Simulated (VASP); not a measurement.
# Si (Fd-3m) in VASP: single point with HSE06

Aim: the single point of Si with HSE06.

Program: VASP 6.6.1. These are calculated values, not measurements. Logs are shortened: lines on timing, memory, paths and dates and some standing lists are left out, and cuts for length are marked.

## Step 1: The structure

It takes space group Fd-3m (No. 227, cubic). The conventional cell has a = 5.433 Å, b = 5.433 Å, c = 5.433 Å, α = 90.00°, β = 90.00°, γ = 90.00°. Around Si (site symmetry -43m) lie 4 Si at 2.35 Å.

## Step 2: Single point, HSE06

The input, POSCAR:

```
Si
1.0
    0.0000000000      2.7167270373      2.7167270373
    2.7167270373      0.0000000000      2.7167270373
    2.7167270373      2.7167270373      0.0000000000
Si
2
Direct
    0.5000000000      0.5000000000      0.5000000000
    0.7500000000      0.7500000000      0.7500000000
```

The input, INCAR.step1:

```
SYSTEM = Si
ALGO = Normal
EDIFF = 1E-5
ENCUT = 520
GGA = PE
ISIF = 2
ISMEAR = 0
LASPH = .TRUE.
LCHARG = .FALSE.
LREAL = .FALSE.
LWAVE = .TRUE.
NBANDS = 11
NELM = 100
PREC = Accurate
SIGMA = 0.01
```

The input, INCAR.step2:

```
SYSTEM = Si
ALGO = Normal
EDIFF = 1E-6
ENCUT = 520
GGA = PE
HFSCREEN = 0.2079
ISIF = 2
ISMEAR = 0
ISTART = 1
LASPH = .TRUE.
LCHARG = .FALSE.
LHFCALC = .TRUE.
LREAL = .FALSE.
LWAVE = .FALSE.
NBANDS = 11
NELM = 100
PREC = Accurate
PRECFOCK = Normal
SIGMA = 0.01
```

The input, KPOINTS:

```
k-points
0
G
  6 6 6
  0 0 0
```

Potentials or basis: VASP PAW PBE potentials, release 64 (Si).

On the command line:

```
> cat potpaw_PBE.64/Si/POTCAR > POTCAR
> cp INCAR.step1 INCAR
> mpirun -np 1 vasp_std > vasp.out
> cp INCAR.step2 INCAR
> mpirun -np 1 vasp_std > vasp.out
```

OUTCAR:

```text
SYSTEM = Si
   EDIFF = 1E-6
   ENCUT = 520
   GGA = PE
   HFSCREEN = 0.2079
   ISIF = 2
   ISMEAR = 0
   ISTART = 1
   LASPH = .TRUE.
   LHFCALC = .TRUE.
   LREAL = .FALSE.
   NELM = 100
   PREC = Accurate
   PRECFOCK = Normal

 ion  position               nearest neighbor table
   1  0.500  0.500  0.500-   2 2.35   2 2.35   2 2.35   2 2.35
   2  0.750  0.750  0.750-   1 2.35   1 2.35   1 2.35   1 2.35

  LATTYP: Found a face centered cubic cell.
 ALAT       =     5.4334540746

  Lattice vectors:

 A1 = (   0.0000000000,   2.7167270373,   2.7167270373)
 A2 = (   2.7167270373,   0.0000000000,   2.7167270373)
 A3 = (   2.7167270373,   2.7167270373,   0.0000000000)

Analysis of symmetry for initial positions (statically):
=====================================================================
 Subroutine PRICEL returns:
 Original cell was already a primitive cell.

 Routine SETGRP: Setting up the symmetry group for a
 face centered cubic supercell.

 Subroutine GETGRP returns: Found 48 space group operations
 (whereof 24 operations were pure point group operations)
 out of a pool of 48 trial point group operations.

The static configuration has the point symmetry T_d .
 The point group associated with its full space group is O_h .

Analysis of symmetry for dynamics (positions and initial velocities):
=====================================================================
 Subroutine PRICEL returns:
 Original cell was already a primitive cell.

 Routine SETGRP: Setting up the symmetry group for a
 face centered cubic supercell.

 Subroutine GETGRP returns: Found 48 space group operations
 (whereof 24 operations were pure point group operations)
 out of a pool of 48 trial point group operations.

The dynamic configuration has the point symmetry T_d .
 The point group associated with its full space group is O_h .

 Subroutine INISYM returns: Found 48 space group operations
 (whereof 24 operations are pure point group operations),
 and found     1 'primitive' translations

----------------------------------------------------------------------------------------

                                     Primitive cell

  volume of cell :      40.1022

  direct lattice vectors                    reciprocal lattice vectors
     0.000000000  2.716727037  2.716727037    -0.184044990  0.184044990  0.184044990
     2.716727037  0.000000000  2.716727037     0.184044990 -0.184044990  0.184044990
     2.716727037  2.716727037  0.000000000     0.184044990  0.184044990 -0.184044990

  length of vectors
[... 91 lines left out ...]
   IMIX   =      1    mixing-type and parameters
     AMIX     =   0.40;   BMIX     =  1.00
     AMIX_MAG =   1.60;   BMIX_MAG =  1.00
  volume/ion in A,a.u.               =      20.05       135.31
  Fermi-wavevector in a.u.,A,eV,Ry     =   0.956567  1.807650 12.449614  0.915021
  Thomas-Fermi vector in A             =   2.085507
   LORBIT       =      0    0 simple, 1 ext, 2 COOP (PROOUT), +10 PAW based schemes
   GGA     = PE    functional components
   LHFCALC =     T    Hartree Fock is set to
   PRECFOCK=normal    Normal, Fast or Accurate (Low or Medium for compatibility)
   ENCUT4O =  -1.0   cutoff for four orbital integrals eV
   NKREDX  =     1    reduce k-point grid by
   NKREDY  =     1    reduce k-point grid by
   NKREDZ  =     1    reduce k-point grid by
   AEXX    =    0.2500 exact exchange contribution
   HFSCREEN=    0.2079 screening length (either q_TF or 0.3 A-1)
   HFSCREENC=   0.2079 screening length for correlation (either q_TF or 0.3 A-1)
   ENCUTFOCK=  -1.0 apply spherical cutoff to Coloumb kernel
   IVDW    =     0    specifies the selected vdW correction
   LEPSILON=     F    determine dielectric tensor
   LRPA    =     F    only Hartree local field effects (RPA)
 non-spin polarized calculation
 Gauss-broadening in eV      SIGMA  =   0.01
  energy-cutoff  :      520.00
  volume of cell :       40.10
 maximum number of plane-waves:      1106
 NGX is ok and might be reduce to    30
  NGX = 24; NGY = 24; NGZ = 24

 number of electron       8.0000000 magnetization

 Free energy of the ion-electron system (eV)
  ---------------------------------------------------
  ext. energy  EPLUGINS =         0.00000000
  ---------------------------------------------------
  free energy    TOTEN  =       -12.53300035 eV

  energy without entropy =      -12.53300035  energy(sigma->0) =      -12.53300035

 E-fermi :   5.5638     XC(G=0):  -7.8429

 val. band max:        5.4598093967   @ k =   0.0000   0.0000   0.0000
 cond. band min:       6.7549361437   @ k =   0.5000   0.5000   0.0000
 fundamental gap:      1.2951267470
 Fermi energy:         5.5638444423

 k-point     1 :       0.0000    0.0000    0.0000
  band No.  band energies     occupation
      1      -7.8163      2.00000
      2       5.4598      2.00000
      3       5.4598      2.00000
      4       5.4598      2.00000
      5       8.7855      0.00000
      6       8.7855      0.00000
      7       8.7855      0.00000
      8       9.7660      0.00000
      9      14.2444      0.00000
     10      14.2444      0.00000
     11      14.2511      0.00000
[... 197 lines left out ...]
 k-point    16 :      -0.3333    0.5000    0.1667
  band No.  band energies     occupation
      1      -3.0674      2.00000
      2      -3.0674      2.00000
      3       1.5004      2.00000
      4       1.5004      2.00000
      5       8.9207      0.00000
      6       8.9207      0.00000
      7      13.2728      0.00000
      8      13.2728      0.00000
      9      17.3468      0.00000
     10      17.3468      0.00000
     11      19.7734      0.00000

------------------------ aborting loop because EDIFF is reached ----------------------------------------

  FORCE on cell =-STRESS in cart. coord.  units (eV):
  Direction    XX          YY          ZZ          XY          YZ          ZX
  --------------------------------------------------------------------------------------
  -------------------------------------------------------------------------------------
  Total        0.0139497      0.0139497      0.0139497     -0.0000000      0.0000000      0.0000000
  in kB        0.5573243      0.5573243      0.5573243     -0.0000000      0.0000000      0.0000000
  external PRESSURE =       0.5573243 kB  Pullay stress =       0.0000000 kB

 VOLUME and BASIS-vectors are now :
 -----------------------------------------------------------------------------
  energy-cutoff  :      520.00
  volume of cell :       40.10
      direct lattice vectors                 reciprocal lattice vectors
     0.000000000  2.716727037  2.716727037    -0.184044990  0.184044990  0.184044990
     2.716727037  0.000000000  2.716727037     0.184044990 -0.184044990  0.184044990
     2.716727037  2.716727037  0.000000000     0.184044990  0.184044990 -0.184044990

 POSITION                                       TOTAL-FORCE (eV/Angst)
 -----------------------------------------------------------------------------------
      2.71673      2.71673      2.71673         0.000000      0.000000      0.000000
      4.07509      4.07509      4.07509        -0.000000     -0.000000     -0.000000
 -----------------------------------------------------------------------------------
    total drift:                                0.000000      0.000000      0.000000

  FREE ENERGIE OF THE ION-ELECTRON SYSTEM (eV)
  ---------------------------------------------------
  free  energy   TOTEN  =       -12.5330003457 eV

  energy  without entropy=      -12.5330003457  energy(sigma->0) =      -12.53300035
```

OUTCAR.step1:

```text
SYSTEM = Si
   EDIFF = 1E-5
   ENCUT = 520
   GGA = PE
   ISIF = 2
   ISMEAR = 0
[... 439 lines left out ...]
      2.71673      2.71673      2.71673        -0.000000      0.000000      0.000000
      4.07509      4.07509      4.07509         0.000000     -0.000000     -0.000000
 -----------------------------------------------------------------------------------
    total drift:                                0.000000     -0.000000     -0.000000

  FREE ENERGIE OF THE ION-ELECTRON SYSTEM (eV)
  ---------------------------------------------------
  free  energy   TOTEN  =       -10.8216595444 eV

  energy  without entropy=      -10.8216595444  energy(sigma->0) =      -10.82165954
```

Run time: 10 min. Hardware: 1 thread of Intel Xeon Platinum 8488C (Sapphire Rapids), shared host; peak memory 0.27 GiB.

What came out:

| Item | Value |
| --- | --- |
| Free energy | -12.5330 eV |
| Pressure | 0.1 GPa |
| Band gap on the k mesh | 1.30 eV, indirect (least direct gap 3.33 eV) |

Levels at points of the mesh, in eV from the valence-band top:
| k point | band 2 | band 3 | band 4 | band 5 | band 6 | band 7 |
| --- | --- | --- | --- | --- | --- | --- |
| (0.00, 0.00, 0.00) | 0.00 | 0.00 | 0.00 | 3.33 | 3.33 | 3.33 |
| (0.50, 0.00, 0.00) | -7.70 | -1.31 | -1.31 | 2.24 | 4.14 | 4.14 |
| (0.50, 0.50, 0.00) | -8.66 | -3.13 | -3.13 | 1.30 | 1.30 | 11.48 |

Caveat: the PAW data sets were made with another functional, which shifts forces and pressure a little.
